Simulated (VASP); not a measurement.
The system is GaAs.

```
CELL_PARAMETERS angstrom
0.00000 2.83140 2.83140
2.83140 0.00000 2.83140
2.83140 2.83140 0.00000
ATOMIC_POSITIONS crystal
Ga 0.00000 0.00000 0.00000
As 0.25000 0.25000 0.25000
```

Program: VASP 6.6.1. Alike in all runs: task band structure; potentials or basis VASP PAW PBE potentials, release 64 (Ga_d, As); no spin polarisation; cell as given; k mesh 6 × 6 × 6; cutoff (eV) 520; smearing gaussian 0.03 eV.

Q: Order these runs on this cell by their band gap on the k mesh, lowest first.
A. level PBE0; exchange at q = 0 truncated
B. level HSE06; screening parameter 0.2 1/A
C. level PBEsol

A: C (0.42 eV), B (1.39 eV), A (1.98 eV).

